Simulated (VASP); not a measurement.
# TePb (Fm-3m) in VASP: a series of runs, part 2 of 2

VASP 6.6.1. The steps go on from the part before.

### 3 Relaxation of cell and atoms, PBE

This run uses another cell than the first one, of 35.29 Å³/atom, 1.046 times its volume.

File INCAR:

```
  PREC = Accurate
  ENCUT = 300
  EDIFF = 1E-7
  ISMEAR = 0
  SIGMA = 0.03
  LREAL = F
  LASPH = T
  NELM = 80
  ALGO = Normal
  ISIF = 3
  LWAVE = F
  LCHARG = F
  GGA = PE
  IBRION = 2
  NSW = 90
  EDIFFG = -0.005
```

File KPOINTS:

```
regular mesh
0
Gamma
  4 4 4
```

File POSCAR:

```
TePb                                    
1.0
   -0.0000000000      3.2801333434      3.2801333434
    3.2801333434     -0.0000000000      3.2801333434
    3.2801333434      3.2801333434      0.0000000000
  Te              Pb            
     1     1
Direct
     0.5000000000000000    0.5000000000000000    0.5000000000000000
     0.0000000000000000    0.0000000000000000    0.0000000000000000
```

Potentials or basis: VASP PAW PBE potentials, release 64 (Te, Pb).

Run with:

```console
> cat potpaw_PBE.64/Te/POTCAR potpaw_PBE.64/Pb/POTCAR > POTCAR
> mpirun -np 1 vasp_std > vasp.out
```

Run time: 5.8 s. Hardware: 1 thread of Intel Xeon Platinum 8488C (Sapphire Rapids), shared host; peak memory 0.15 GiB.

The run converged. Its results:

| Quantity | Value |
| --- | --- |
| Free energy | -7.5308 eV |
| Pressure after relaxing | 0.0 GPa |
| Band gap on the k mesh | 0.83 eV, direct |

Final structure:
```yaml
crystal:
  lattice:
    - [0.00000, 3.28013, 3.28013]
    - [3.28013, 0.00000, 3.28013]
    - [3.28013, 3.28013, 0.00000]
  atoms:
    - { symbol: Te, position: [0.50000, 0.50000, 0.50000] }
    - { symbol: Pb, position: [0.00000, 0.00000, 0.00000] }
```

Levels at points of the mesh, in eV from the valence-band top:
```
           k point  band 3  band 4  band 5  band 6  band 7  band 8
(0.00, 0.00, 0.00)   -1.17   -1.17   -1.17    4.03    4.03    4.03
(0.50, 0.00, 0.00)   -0.75   -0.75    0.00    0.83    1.39    1.39
(0.50, 0.50, 0.00)   -4.14   -2.53   -2.53    3.49    5.32    5.32
```

Caveat: the relaxation stopped at its first step, so nothing moved; spin-orbit coupling is left out, which as a rule narrows the gap of such compounds by several tenths of an eV. A k mesh can miss the band edges.

### 4 Relaxation of cell and atoms, PBEsol

File INCAR:

```
SYSTEM = TePb
ALGO = Normal
EDIFF = 1E-6
EDIFFG = -0.01
ENCUT = 600
GGA = PS
IBRION = 2
ISIF = 3
ISMEAR = 0
LASPH = .True.
LCHARG = .False.
LREAL = .False.
LWAVE = .False.
NELM = 80
NSW = 90
PREC = Accurate
SIGMA = 0.03
```

File KPOINTS:

```
k-points
0
Gamma
  8 8 8
  0 0 0
```

File POSCAR:

```
TePb
1.0
    0.0000000000      3.2310000000      3.2310000000
    3.2310000000      0.0000000000      3.2310000000
    3.2310000000      3.2310000000      0.0000000000
Te Pb
1 1
Direct
    0.5000000000      0.5000000000      0.5000000000
    0.0000000000      0.0000000000      0.0000000000
```

Potentials or basis: VASP PAW PBE potentials, release 64 (Te, Pb_d).

Run with:

```console
> cat potpaw_PBE.64/Te/POTCAR potpaw_PBE.64/Pb_d/POTCAR > POTCAR
> mpirun -np 1 vasp_std > vasp.out
```

Wall time 1.9 min (1 thread of Intel Xeon Platinum 8488C (Sapphire Rapids), shared host); peak memory 0.25 GiB.

The run converged. Its results:

```yaml
Free_energy: -8.2592 eV
Relaxed_volume: 33.44 Å³/atom
Relaxed_cell: a = 4.556 Å, b = 4.556 Å, c = 4.556 Å, α = 60.00°, β = 60.00°, γ = 60.00°
Space_group_after_relaxing_to_0.05_Å: Fm-3m (No. 225)
Energy_gained_by_relaxing: 0.3 meV/atom
Ionic_steps: 3
Pressure_after_relaxing: 0.0 GPa
Band_gap_on_the_k_mesh: 0.65 eV, direct
```

Step by step:
```tsv
step	energy change (eV)	largest force (eV/Å)	pressure (GPa)	volume (Å³)
1	0.0000	0.0000	-0.39	67.46
2	-0.0006	0.0000	0.16	66.66
3	-0.0007	0.0000	-0.01	66.89
```

Final structure:
```
Te Pb
1.0
     0.00000    3.22185    3.22185
     3.22185    0.00000    3.22185
     3.22185    3.22185    0.00000
Te Pb
1 1
Cartesian
  3.2219 3.2219 3.2219
  0.0000 0.0000 0.0000
```

Levels at points of the mesh, in eV from the valence-band top:
```csv
k point,band 8,band 9,band 10,band 11,band 12,band 13
"(0.00, 0.00, 0.00)",-1.37,-1.37,-1.37,4.07,4.07,4.07
"(0.50, 0.00, 0.00)",-0.90,-0.90,0.00,0.65,1.22,1.22
"(0.50, 0.50, 0.00)",-4.59,-2.85,-2.85,3.17,5.49,5.49
```

Caveat: the PAW data sets were made with another functional, which shifts forces and pressure a little; spin-orbit coupling is left out, which as a rule narrows the gap of such compounds by several tenths of an eV. A k mesh can miss the band edges.

### 5 Relaxation of cell and atoms, PBEsol

This run uses another cell than the first one, of 33.44 Å³/atom, 0.992 times its volume.

INCAR, as its differences from that of step 4:

```diff
@@ -2,4 +2,4 @@
 ALGO = Normal
-EDIFF = 1E-6
-EDIFFG = -0.01
+EDIFF = 1E-7
+EDIFFG = -0.005
 ENCUT = 600
```

KPOINTS is that of step 4.

File POSCAR:

```
TePb                                    
1.0
    0.0000000000      3.2218515830      3.2218515830
    3.2218515830      0.0000000000      3.2218515830
    3.2218515830      3.2218515830     -0.0000000000
  Te              Pb            
     1     1
Direct
     0.5000000000000000    0.5000000000000000    0.5000000000000000
     0.0000000000000000    0.0000000000000000    0.0000000000000000
```

Run with:

```console
> cat potpaw_PBE.64/Te/POTCAR potpaw_PBE.64/Pb_d/POTCAR > POTCAR
> mpirun -np 1 vasp_std > vasp.out
```

It took 41 s on 1 thread of Intel Xeon Platinum 8488C (Sapphire Rapids), shared host; peak memory 0.22 GiB.

Results (log left out):

```
Free energy             : -8.2592 eV
Pressure after relaxing : 0.0 GPa
Band gap on the k mesh  : 0.65 eV, direct
```

Final structure:
```
Te Pb
1.0
     0.00000    3.22185    3.22185
     3.22185    0.00000    3.22185
     3.22185    3.22185    0.00000
Te Pb
1 1
Direct
  0.50000 0.50000 0.50000
  0.00000 0.00000 0.00000
```

Levels at points of the mesh, in eV from the valence-band top:
```
           k point  band 8  band 9  band 10  band 11  band 12  band 13
(0.00, 0.00, 0.00)   -1.37   -1.37    -1.37     4.07     4.07     4.07
(0.50, 0.00, 0.00)   -0.90   -0.90     0.00     0.65     1.22     1.22
(0.50, 0.50, 0.00)   -4.59   -2.85    -2.85     3.17     5.49     5.49
```

Caveat: the relaxation stopped at its first step, so nothing moved; the PAW data sets were made with another functional, which shifts forces and pressure a little; spin-orbit coupling is left out, which as a rule narrows the gap of such compounds by several tenths of an eV.

### 6 Overview

```csv
level,potentials or basis,k mesh,cutoff (eV),mesh quality,gap on the mesh (eV),pressure (GPa)
PBE,"VASP PAW PBE potentials, release 64 (Te, Pb)",4 × 4 × 4,300,coarse,0.82,0.0
PBE,"VASP PAW PBE potentials, release 64 (Te, Pb)",4 × 4 × 4,300,not flagged,0.83,0.0
PBEsol,"VASP PAW PBE potentials, release 64 (Te, Pb_d)",8 × 8 × 8,600,not flagged,0.65,0.0
```

Alike in all rows: task relaxation of cell and atoms; no spin polarisation; cell relaxed; smearing gaussian 0.03 eV.

Caveats: some runs use coarse meshes; spin-orbit coupling is left out, which as a rule narrows the gap of such compounds by several tenths of an eV; the relaxation stopped at its first step, so nothing moved (some runs); the PAW data sets were made with another functional, which shifts forces and pressure a little (some runs).

Total energies depend on the potentials used, so only differences within one code and one set of settings carry meaning.
